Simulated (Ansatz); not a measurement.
# Li2S: the cost of one run

Program: Ansatz 0.2.0. Level of theory: DFT r2SCAN, scalar-relativistic, plane waves, PAW. These are calculated values, not measurements.

The COD entry's cell or inner coordinates are ideal or old and differ from later refinements, so a difference from it is no clean test against experiment.

1 further run of the same task is left out (set aside as unsound or not needed).

## 1. The starting structure

Symmetry: Fm-3m, No. 225, cubic system. Conventional cell: a = 5.689 Å, b = 5.689 Å, c = 5.689 Å, α = 90.00°, β = 90.00°, γ = 90.00°. Li (site symmetry -43m) has 4 S at 2.46 Å as nearest neighbours. S (site symmetry m-3m) is surrounded by 8 Li at 2.46 Å.

As a file:

```
CELL_PARAMETERS angstrom
0.00000 2.84450 2.84450
2.84450 0.00000 2.84450
2.84450 2.84450 0.00000
ATOMIC_POSITIONS crystal
Li 0.25000 0.25000 0.25000
Li 0.75000 0.75000 0.75000
S 0.00000 0.00000 0.00000
```

This cell was relaxed beforehand with the same method: volume 15.34 Å³/atom, gap on the mesh 3.87 eV.

## 2. Static run: bands, density of states and charges

File input.yaml:

```yaml
crystal:
  lattice:
    - [0.0, 2.8445, 2.8445]
    - [2.8445, 0.0, 2.8445]
    - [2.8445, 2.8445, 0.0]
  atoms:
    - { symbol: Li, position: [0.25, 0.25, 0.25] }
    - { symbol: Li, position: [0.75, 0.75, 0.75] }
    - { symbol: S, position: [0.0, 0.0, 0.0] }
basis:
  ecutwfc: 500
kpoints:
  mp_grid: { grid: [8, 8, 8] }
  band_path:
    path:
      - [[0.0, 0.0, 0.0], [0.5, 0.0, 0.5], [0.625, 0.25, 0.625]]
      - [[0.375, 0.375, 0.75], [0.0, 0.0, 0.0], [0.5, 0.5, 0.5], [0.5, 0.25, 0.75], [0.5, 0.0, 0.5]]
    npoints: 14
hamiltonian:
  xc: r2scan
scf:
  occupations: { method: gaussian, width: 0.02 }
  n_extra_bands: 7
output:
  forces: true
  stress: true
  eigenvalues: true
  populations: true
  dos: { projected: true, de: 0.02, nscf_kmesh: { grid: [12, 12, 12] } }
  bader: true
```

The run is started by

```sh
ansatz run input.yaml --threads 1 --pin off --max-ram 2560MiB --backend cpu --events-out ev --progress --plain --runs-dir out
```

**Question.** How long does this run take on 1 thread of Intel Xeon at 2.50GHz (Skylake/Cascade Lake), shared host, and how much memory does it need?

About 58 s, with a peak of 0.44 GiB.
